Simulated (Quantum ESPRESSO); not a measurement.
# Bi in Quantum ESPRESSO: notebook

The runs below take Bi through work function, with PBE.

Everything below comes from runs of Quantum ESPRESSO 7.5. Logs are shortened: lines on timing, memory, paths and dates and some standing lists are left out, and cuts for length are marked.

## (1) The slab as given

The cell holds a slab with vacuum, 3 atoms: a = 4.539 Å, b = 4.539 Å, c = 26.829 Å, α = 90.00°, β = 90.00°, γ = 120.00°.

The slab is cut from a database's or a generator's crystal, which needn't be the stable form of the element.

## (2) Work function, PBE

Contents of pw.in:

```
&CONTROL
  calculation = 'scf'
  prefix = 'pwscf'
  outdir = './tmp'
  pseudo_dir = './pseudo'
  tprnfor = .true.
  disk_io = 'low'
/
&SYSTEM
  ibrav = 0
  celldm(1) = 8
  nat = 3
  ntyp = 1
  ecutwfc = 66
  nbnd = 31
  occupations = 'smearing'
  smearing = 'fd'
  degauss = 0.00367493
/
&ELECTRONS
  conv_thr = 3d-09
  electron_maxstep = 150
  mixing_beta = 0.3
  mixing_mode = 'local-TF'
/
ATOMIC_SPECIES
Bi   208.9804 Bi.upf
CELL_PARAMETERS alat
  1.0721834307628   0.0000000000000   0.0000000000000
 -0.5360917153602   0.9285380885587   0.0000000000000
  0.0000000000000   0.0000000000000   6.3374327746981
ATOMIC_POSITIONS crystal
Bi     0.3333333333    0.6666666666    0.2795482500
Bi     0.6666666667    0.3333333334    0.5000000000
Bi     0.3333333333    0.6666666666    0.7204517500
K_POINTS automatic
6 6 1 0 0 0
```

Contents of pp_density.in:

```
&INPUTPP
  prefix = 'pwscf'
  outdir = './tmp'
  filplot = 'density.dat'
  plot_num = 0
/
&PLOT
  nfile = 1
  filepp(1) = 'density.dat'
  iflag = 3
  output_format = 6
  fileout = 'density.cube'
/
```

Contents of pp_potential.in:

```
&INPUTPP
  prefix = 'pwscf'
  outdir = './tmp'
  filplot = 'potential.dat'
  plot_num = 11
/
&PLOT
  nfile = 1
  filepp(1) = 'potential.dat'
  iflag = 3
  output_format = 6
  fileout = 'potential.cube'
/
```

Contents of pp_elf.in:

```
&INPUTPP
  prefix = 'pwscf'
  outdir = './tmp'
  filplot = 'elf.dat'
  plot_num = 8
/
&PLOT
  nfile = 1
  filepp(1) = 'elf.dat'
  iflag = 3
  output_format = 6
  fileout = 'elf.cube'
/
```

Potentials or basis: PseudoDojo 0.4.1 SR PBE standard.

Started as:

```
$ OMP_NUM_THREADS=1 mpirun -n 2 pw.x -nk 2 -in pw.in > pw.out
$ OMP_NUM_THREADS=1 mpirun -n 1 pp.x -in pp_density.in > pp_density.out
$ OMP_NUM_THREADS=1 mpirun -n 1 pp.x -in pp_potential.in > pp_potential.out
$ OMP_NUM_THREADS=1 mpirun -n 1 pp.x -in pp_elf.in > pp_elf.out
```

pw.out:

```text
This program is part of the open-source Quantum ESPRESSO suite
     for quantum simulation of materials; please cite
[... 6 lines left out ...]
     using ibrav=0 with symmetry is DISCOURAGED, use correct ibrav instead

     K-points division:     npool     =       2
     Subspace diagonalization in iterative solution of the eigenvalue problem:
     a serial algorithm will be used

     G-vector sticks info
     --------------------
     sticks:   dense  smooth     PW     G-vecs:    dense   smooth      PW
     Sum        1345    1345    379               234023   234023   34897

     Using Slab Decomposition

     bravais-lattice index     =            0
     lattice parameter (alat)  =       8.0000  a.u.
     unit-cell volume          =    3230.3691 (a.u.)^3
     number of atoms/cell      =            3
     number of atomic types    =            1
     number of electrons       =        45.00
     number of Kohn-Sham states=           31
     kinetic-energy cutoff     =      66.0000  Ry
     charge density cutoff     =     264.0000  Ry
     scf convergence threshold =      3.0E-09
     mixing beta               =       0.3000
     number of iterations used =            8  local-TF  mixing
     Exchange-correlation= PBE
                           (   1   4   3   4   0   0   0)

     celldm(1)=   8.000000  celldm(2)=   0.000000  celldm(3)=   0.000000
     celldm(4)=   0.000000  celldm(5)=   0.000000  celldm(6)=   0.000000

     crystal axes: (cart. coord. in units of alat)
               a(1) = (   1.072183   0.000000   0.000000 )
               a(2) = (  -0.536092   0.928538   0.000000 )
               a(3) = (   0.000000   0.000000   6.337433 )

     reciprocal axes: (cart. coord. in units 2 pi/alat)
               b(1) = (  0.932676  0.538481 -0.000000 )
               b(2) = (  0.000000  1.076962  0.000000 )
               b(3) = (  0.000000 -0.000000  0.157793 )

     PseudoPot. # 1 for Bi read from file:
     Bi.upf
     Pseudo is Norm-conserving + core correction, Zval = 15.0
     Generated using ONCVPSP code by D. R. Hamann
     Using radial grid of 1490 points,  6 beta functions with:
                l(1) =   0
                l(2) =   0
                l(3) =   1
                l(4) =   1
                l(5) =   2
                l(6) =   2

     atomic species   valence    mass     pseudopotential
     Bi               15.00   208.98040     Bi( 1.00)

     12 Sym. Ops. (no inversion) found

   Cartesian axes

     site n.     atom                  positions (alat units)
         1        Bi     tau(   1) = (   0.0000000   0.6190254   1.7716182  )
         2        Bi     tau(   2) = (   0.5360917   0.3095127   3.1687164  )
         3        Bi     tau(   3) = (   0.0000000   0.6190254   4.5658145  )

     number of k points=     7  Fermi-Dirac smearing, width (Ry)=  0.0037
                       cart. coord. in units 2pi/alat
        k(    1) = (   0.0000000   0.0000000   0.0000000), wk =   0.0555556
        k(    2) = (   0.0000000   0.1794936   0.0000000), wk =   0.3333333
        k(    3) = (   0.0000000   0.3589872   0.0000000), wk =   0.3333333
        k(    4) = (   0.0000000  -0.5384809   0.0000000), wk =   0.1666667
        k(    5) = (   0.1554460   0.2692404   0.0000000), wk =   0.3333333
        k(    6) = (   0.1554460   0.4487341   0.0000000), wk =   0.6666667
        k(    7) = (   0.3108921   0.5384809   0.0000000), wk =   0.1111111

     Dense  grid:   234023 G-vectors     FFT dimensions: (  45,  45, 270)

     Initial potential from superposition of free atoms

     starting charge      44.9975, renormalised to      45.0000

     negative rho (up, down):  2.997E-06 0.000E+00
     Starting wfcs are   27 randomized atomic wfcs +    4 random wfcs

     Self-consistent Calculation

     iteration #  1     ecut=    66.00 Ry     beta= 0.30
     Davidson diagonalization with overlap
     ethr =  1.00E-02,  avg # of iterations =  8.0

     Threshold (ethr) on eigenvalues was too large:
     Diagonalizing with lowered threshold

     Davidson diagonalization with overlap
     ethr =  3.63E-05,  avg # of iterations = 11.1

     negative rho (up, down):  1.971E-04 0.000E+00

     total energy              =    -491.80510223 Ry
     estimated scf accuracy    <       0.01630503 Ry

     iteration #  2     ecut=    66.00 Ry     beta= 0.30
     Davidson diagonalization with overlap
     ethr =  3.62E-05,  avg # of iterations =  1.3

     negative rho (up, down):  2.120E-03 0.000E+00

     total energy              =    -491.80326341 Ry
     estimated scf accuracy    <       0.01082209 Ry

     iteration #  3     ecut=    66.00 Ry     beta= 0.30
     Davidson diagonalization with overlap
     ethr =  2.40E-05,  avg # of iterations =  4.3

     negative rho (up, down):  2.753E-03 0.000E+00

     total energy              =    -491.80383407 Ry
     estimated scf accuracy    <       0.00157871 Ry

     iteration #  4     ecut=    66.00 Ry     beta= 0.30
     Davidson diagonalization with overlap
     ethr =  3.51E-06,  avg # of iterations =  7.9

     negative rho (up, down):  3.217E-03 0.000E+00

     total energy              =    -491.80369451 Ry
     estimated scf accuracy    <       0.00067853 Ry

     iteration #  5     ecut=    66.00 Ry     beta= 0.30
     Davidson diagonalization with overlap
     ethr =  1.51E-06,  avg # of iterations =  2.4

     negative rho (up, down):  2.994E-03 0.000E+00

     total energy              =    -491.80376242 Ry
     estimated scf accuracy    <       0.00005610 Ry

     iteration #  6     ecut=    66.00 Ry     beta= 0.30
     Davidson diagonalization with overlap
     ethr =  1.25E-07,  avg # of iterations =  2.1

     negative rho (up, down):  1.934E-03 0.000E+00

     total energy              =    -491.80374268 Ry
     estimated scf accuracy    <       0.00004821 Ry

     iteration #  7     ecut=    66.00 Ry     beta= 0.30
     Davidson diagonalization with overlap
     ethr =  1.07E-07,  avg # of iterations =  3.7

     negative rho (up, down):  1.444E-03 0.000E+00

     total energy              =    -491.80373804 Ry
     estimated scf accuracy    <       0.00001546 Ry

     iteration #  8     ecut=    66.00 Ry     beta= 0.30
     Davidson diagonalization with overlap
     ethr =  3.44E-08,  avg # of iterations =  2.7

     negative rho (up, down):  1.337E-04 0.000E+00

     total energy              =    -491.80372402 Ry
     estimated scf accuracy    <       0.00000992 Ry

     iteration #  9     ecut=    66.00 Ry     beta= 0.30
     Davidson diagonalization with overlap
     ethr =  2.20E-08,  avg # of iterations =  5.7

     total energy              =    -491.80372417 Ry
     estimated scf accuracy    <       0.00000129 Ry

     iteration # 10     ecut=    66.00 Ry     beta= 0.30
     Davidson diagonalization with overlap
     ethr =  2.87E-09,  avg # of iterations =  2.0

     negative rho (up, down):  4.147E-08 0.000E+00

     total energy              =    -491.80372377 Ry
     estimated scf accuracy    <       0.00000041 Ry

     iteration # 11     ecut=    66.00 Ry     beta= 0.30
     Davidson diagonalization with overlap
     ethr =  9.15E-10,  avg # of iterations =  3.7

     total energy              =    -491.80372399 Ry
     estimated scf accuracy    <       0.00000008 Ry

     iteration # 12     ecut=    66.00 Ry     beta= 0.30
     Davidson diagonalization with overlap
     ethr =  1.77E-10,  avg # of iterations =  2.0

     total energy              =    -491.80372400 Ry
     estimated scf accuracy    <       0.00000001 Ry

     iteration # 13     ecut=    66.00 Ry     beta= 0.30
     Davidson diagonalization with overlap
     ethr =  2.28E-11,  avg # of iterations =  2.1

     End of self-consistent calculation

          k = 0.0000 0.0000 0.0000 ( 29135 PWs)   bands (ev):

   -24.4224 -24.4224 -24.4197 -24.4197 -24.4197 -24.4197 -24.3624 -24.3624
   -24.3575 -24.3575 -24.3575 -24.3575 -24.3462 -24.3406 -24.3406 -11.8972
   -11.8923 -11.8896  -2.3018  -2.1369  -1.9528  -0.1942  -0.1942  -0.1897
    -0.1897  -0.1860  -0.1860   1.6611   2.0798   2.5851   3.2098

          k = 0.0000 0.1795 0.0000 ( 29185 PWs)   bands (ev):

   -24.4224 -24.4206 -24.4197 -24.4197 -24.4179 -24.4179 -24.3630 -24.3626
   -24.3581 -24.3581 -24.3576 -24.3576 -24.3453 -24.3397 -24.3397 -11.8199
   -11.8154 -11.8131  -2.1339  -1.9821  -1.8126  -1.2364  -1.2206  -1.2115
    -0.3929  -0.3853  -0.3783   2.2685   2.6637   3.0927   3.8944

          k = 0.0000 0.3590 0.0000 ( 29261 PWs)   bands (ev):

   -24.4224 -24.4197 -24.4197 -24.4170 -24.4143 -24.4143 -24.3642 -24.3629
   -24.3593 -24.3593 -24.3580 -24.3580 -24.3433 -24.3377 -24.3377 -11.6546
   -11.6509 -11.6497  -2.5014  -2.4906  -2.4775  -1.7203  -1.6072  -1.4932
    -0.7352  -0.7250  -0.7151   3.0299   3.2600   3.5046   3.7447

          k = 0.0000-0.5385 0.0000 ( 29280 PWs)   bands (ev):

   -24.4224 -24.4197 -24.4197 -24.4152 -24.4125 -24.4125 -24.3648 -24.3631
   -24.3599 -24.3599 -24.3581 -24.3581 -24.3422 -24.3366 -24.3366 -11.5654
   -11.5626 -11.5622  -2.9929  -2.9820  -2.9698  -1.4383  -1.3851  -1.3373
    -0.8865  -0.8755  -0.8648   3.1866   3.2322   3.4976   3.5338

          k = 0.1554 0.2692 0.0000 ( 29243 PWs)   bands (ev):

   -24.4219 -24.4192 -24.4192 -24.4184 -24.4157 -24.4157 -24.3638 -24.3629
   -24.3589 -24.3589 -24.3580 -24.3580 -24.3438 -24.3382 -24.3382 -11.6977
   -11.6937 -11.6922  -2.1090  -2.1007  -2.0849  -1.8339  -1.7044  -1.5742
    -0.9020  -0.8953  -0.8889   2.9297   3.2443   3.5108   3.8776

          k = 0.1554 0.4487 0.0000 ( 29296 PWs)   bands (ev):

   -24.4211 -24.4184 -24.4184 -24.4164 -24.4137 -24.4137 -24.3645 -24.3634
   -24.3596 -24.3596 -24.3584 -24.3584 -24.3423 -24.3367 -24.3367 -11.5666
   -11.5636 -11.5632  -2.7372  -2.7266  -2.7147  -1.4636  -1.4401  -1.4216
    -1.4197  -1.3815  -1.3270   3.5019   3.5666   3.8619   3.9981

          k = 0.3109 0.5385 0.0000 ( 29277 PWs)   bands (ev):

   -24.4183 -24.4183 -24.4156 -24.4156 -24.4156 -24.4156 -24.3641 -24.3641
   -24.3592 -24.3592 -24.3592 -24.3592 -24.3419 -24.3363 -24.3363 -11.5216
   -11.5191 -11.5191  -2.3613  -2.3428  -2.3427  -2.3411  -2.3407  -2.3193
    -1.2787  -1.2784  -1.2747   3.8690   4.1006   4.1294   4.2410

     the Fermi energy is    -1.4868 ev

!    total energy              =    -491.80372402 Ry
     estimated scf accuracy    <          2.6E-09 Ry
     smearing contrib. (-TS)   =      -0.00965263 Ry
     internal energy E=F+TS    =    -491.79407139 Ry

     The total energy is F=E-TS. E is the sum of the following terms:
     one-electron contribution =    -794.74983982 Ry
     hartree contribution      =     404.16098981 Ry
     xc contribution           =    -129.09810137 Ry
     ewald contribution        =      27.89287999 Ry

     convergence has been achieved in  13 iterations

     Forces acting on atoms (cartesian axes, Ry/au):

     atom    1 type  1   force =     0.00000000   -0.00000000    0.00109881
     atom    2 type  1   force =     0.00000000    0.00000000    0.00000000
     atom    3 type  1   force =     0.00000000   -0.00000000   -0.00109881

     Total force =     0.001554     Total SCF correction =     0.000236
     SCF correction compared to forces is large: reduce conv_thr to get better values

=------------------------------------------------------------------------------=
   JOB DONE.
=------------------------------------------------------------------------------=
```

It took 2.3 min on 2 MPI ranks of Arm Neoverse V1, shared host; peak memory 0.86 GiB.

Results:

| Quantity | Value |
| --- | --- |
| Free energy | -6691.3305 eV |
| Largest force | 0.028 eV/Å |
| Band gap on the k mesh | none (metal or under the smearing width) |
| Work function of the upper face | 4.80 eV |
| Work function of the lower face | 4.80 eV |

Forces in eV/Å, atoms in the order of the input:
```
Bi   0.000  0.000  0.028
Bi   0.000  0.000  0.000
Bi   0.000  0.000 -0.028
```

Caveat: spin-orbit coupling is left out, which moves the levels of the heavy elements.

## (3) Work function, PBE

pw.in: that of step 2 with these lines changed.

```diff
@@ -36,2 +36,2 @@
 K_POINTS automatic
-6 6 1 0 0 0
+7 7 1 0 0 0
```

pp_density.in is that of step 2.

pp_potential.in is that of step 2.

pp_elf.in is that of step 2.

Potentials or basis: PseudoDojo 0.4.1 SR PBE standard.

Started as:

```
$ OMP_NUM_THREADS=1 mpirun -n 2 pw.x -nk 2 -in pw.in > pw.out
$ OMP_NUM_THREADS=1 mpirun -n 1 pp.x -in pp_density.in > pp_density.out
$ OMP_NUM_THREADS=1 mpirun -n 1 pp.x -in pp_potential.in > pp_potential.out
$ OMP_NUM_THREADS=1 mpirun -n 1 pp.x -in pp_elf.in > pp_elf.out
```

pw.out:

```text
This program is part of the open-source Quantum ESPRESSO suite
     for quantum simulation of materials; please cite
[... 6 lines left out ...]
     using ibrav=0 with symmetry is DISCOURAGED, use correct ibrav instead

     K-points division:     npool     =       2
     Subspace diagonalization in iterative solution of the eigenvalue problem:
     a serial algorithm will be used

     G-vector sticks info
     --------------------
     sticks:   dense  smooth     PW     G-vecs:    dense   smooth      PW
     Sum        1345    1345    367               234023   234023   34201

     Using Slab Decomposition

     bravais-lattice index     =            0
     lattice parameter (alat)  =       8.0000  a.u.
[... 81 lines left out ...]

     negative rho (up, down):  7.449E-05 0.000E+00
[... 90 lines left out ...]
     iteration # 12     ecut=    66.00 Ry     beta= 0.30
     Davidson diagonalization with overlap
     ethr =  1.80E-11,  avg # of iterations =  2.1

     End of self-consistent calculation

          k = 0.0000 0.0000 0.0000 ( 29135 PWs)   bands (ev):

   -24.3627 -24.3627 -24.3589 -24.3589 -24.3589 -24.3589 -24.3442 -24.3442
   -24.3412 -24.3400 -24.3400 -24.3400 -24.3400 -24.3369 -24.3369 -11.8584
   -11.8540 -11.8509  -2.3006  -2.1368  -1.9506  -0.1322  -0.1322  -0.1279
    -0.1279  -0.1239  -0.1239   1.6658   2.0861   2.5964   3.2126
[... 45 lines left out ...]
   -24.3599 -24.3576 -24.3562 -24.3562 -24.3538 -24.3538 -24.3462 -24.3456
   -24.3419 -24.3419 -24.3413 -24.3413 -24.3371 -24.3327 -24.3327 -11.4985
   -11.4967 -11.4964  -2.5224  -2.5123  -2.5007  -1.9054  -1.8965  -1.8854
    -1.3560  -1.3168  -1.2816   3.7041   3.8262   4.0680   4.4975

     the Fermi energy is    -1.5211 ev

!    total energy              =    -491.81080582 Ry
     estimated scf accuracy    <          1.5E-09 Ry
     smearing contrib. (-TS)   =      -0.00571123 Ry
     internal energy E=F+TS    =    -491.80509459 Ry

     The total energy is F=E-TS. E is the sum of the following terms:
     one-electron contribution =    -794.87757410 Ry
     hartree contribution      =     404.27343807 Ry
     xc contribution           =    -129.09383856 Ry
     ewald contribution        =      27.89287999 Ry

     convergence has been achieved in  12 iterations

     Forces acting on atoms (cartesian axes, Ry/au):

     atom    1 type  1   force =     0.00000000   -0.00000000    0.00125310
     atom    2 type  1   force =     0.00000000   -0.00000000    0.00000000
     atom    3 type  1   force =     0.00000000   -0.00000000   -0.00125310

     Total force =     0.001772     Total SCF correction =     0.000133

=------------------------------------------------------------------------------=
   JOB DONE.
=------------------------------------------------------------------------------=
```

Wall time 2 min (2 MPI ranks of Arm Neoverse V1, shared host); peak memory 0.86 GiB.

What came out:

| Quantity | Value |
| --- | --- |
| Free energy | -6691.4269 eV |
| Largest force | 0.032 eV/Å |
| Band gap on the k mesh | none (metal or under the smearing width) |
| Work function of the upper face | 4.79 eV |
| Work function of the lower face | 4.79 eV |

Forces on the atoms (eV/Å):
```
Bi   0.000  0.000  0.032
Bi   0.000  0.000  0.000
Bi   0.000  0.000 -0.032
```

Caveat: spin-orbit coupling is left out, which moves the levels of the heavy elements.

(Continued in part 2 of 2.)
